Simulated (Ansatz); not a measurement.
Crystal: CuO (Tenorite).

```
CELL_PARAMETERS angstrom
2.34185 -1.71130 0.00000
2.34185 1.71130 0.00000
-0.85003 0.00000 5.05787
ATOMIC_POSITIONS crystal
Cu 0.50000 0.00000 0.50000
Cu 0.00000 0.50000 0.00000
O 0.41840 0.58160 0.75000
O 0.58160 0.41840 0.25000
```

Base run:

* Program: Ansatz 0.2.0
* Functional: PBEsol
* Potentials or basis: Ansatz PAW
* Cutoff: 420 eV (not typed: the program's choice for these potentials)
* k mesh: 10 × 10 × 5
* Occupations: fermi-dirac, width 0.05 eV
* Spin: no spin polarisation

Its results: band gap on the k mesh none (metal or under the smearing width); pressure -2.7 GPa; largest force 0.362 eV/Å.

The run is repeated on the same cell with these changes: hubbard terms from none to Cu d U = 8 eV; hubbard projectors from none to ortho-atomic (the default). What comes out?

Band gap on the k mesh none (metal or under the smearing width); pressure 1.8 GPa; largest force 0.160 eV/Å.

Caveats: the run has no spin polarisation, though such a crystal can be magnetic; the PAW data sets come from PBE, with cores solved anew for the run's functional, which leaves a small shift of forces and pressure; semilocal functionals often make such compounds metallic where correlation or magnetic order opens a gap, which also shifts bond lengths (some runs); U without spin polarisation on a metal has little footing (some runs).
